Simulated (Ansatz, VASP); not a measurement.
TaN: VASP beside Ansatz

```
CELL_PARAMETERS angstrom
0.00000 2.19648 2.19648
2.19648 0.00000 2.19648
2.19648 2.19648 0.00000
ATOMIC_POSITIONS crystal
Ta 0.50000 0.50000 0.50000
N 0.00000 0.00000 0.00000
```

The cell comes from a database or a generator and needn't be the stable form of this composition.

Alike in both runs: task single point; functional PBE; k mesh 10 × 10 × 10; occupations fermi-dirac, width 0.05 eV; no spin polarisation.

|  | VASP | Ansatz |
| --- | --- | --- |
| version | VASP 6.6.1 | Ansatz 0.2.0 |
| potentials or method | VASP PAW PBE potentials, release 64 (Ta_pv, N) | Ansatz PAW |
| plane-wave cutoff (eV) | 520 | 420 |
| valence electrons in the cell | 16 | 18 |

VASP gave:

- gap on the k mesh at the Fermi level (eV): none
- pressure (GPa): 6.4

Estimate Ansatz's values.

gap on the k mesh at the Fermi level (eV): none; pressure (GPa): 5.5.

A gap of «none» marks a metal or a gap that the smearing closes. The two sets of potentials don't hold the same shells in valence.

Caveats: the pressure holds a Pulay correction of +0.5 GPa for the finite cutoff (Ansatz). The runs have no spin-orbit coupling, so splittings on Ta are missing.
